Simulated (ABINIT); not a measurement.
TaN:

```
Ta N
1.0
     0.00000    2.21132    2.21132
     2.21132    0.00000    2.21132
     2.21132    2.21132    0.00000
Ta N
1 1
Direct
  0.50000 0.50000 0.50000
  0.00000 0.00000 0.00000
```

The cell comes from a database or a generator and needn't be the stable form of this composition.

Program: ABINIT 10.8.3 (patched build). Alike in all runs: cell as given; smearing fermi-dirac 0.05 eV. Hardware: 1 thread of Intel(R) Xeon(R) 6975P-C (Granite Rapids), on a shared host.

Question: Order these runs on this cell by their wall time, lowest first.
A. task band structure; level LDA-PZ; potentials or basis JTH PAW LDA v2.0; spin SOC, no magnetisation; k mesh 10 × 10 × 10; cutoff (eV) 680; fine-grid cutoff 1278.94 eV; mesh quality not flagged
B. task band structure; level WC; potentials or basis JTH PAW PBE v2.0; spin off; k mesh 10 × 10 × 10; cutoff (eV) 707; fine-grid cutoff 1306.15 eV; mesh quality not flagged
C. task single point; level LDA; potentials or basis JTH PAW LDA v2.0; spin off; k mesh 6 × 6 × 6; cutoff (eV) 680; fine-grid cutoff 1278.94 eV; mesh quality coarse

Answer: C (9.9 s), B (39 s), A (260 s).

Caveats: some runs use coarse meshes.

Not every run made on this cell is shown here.
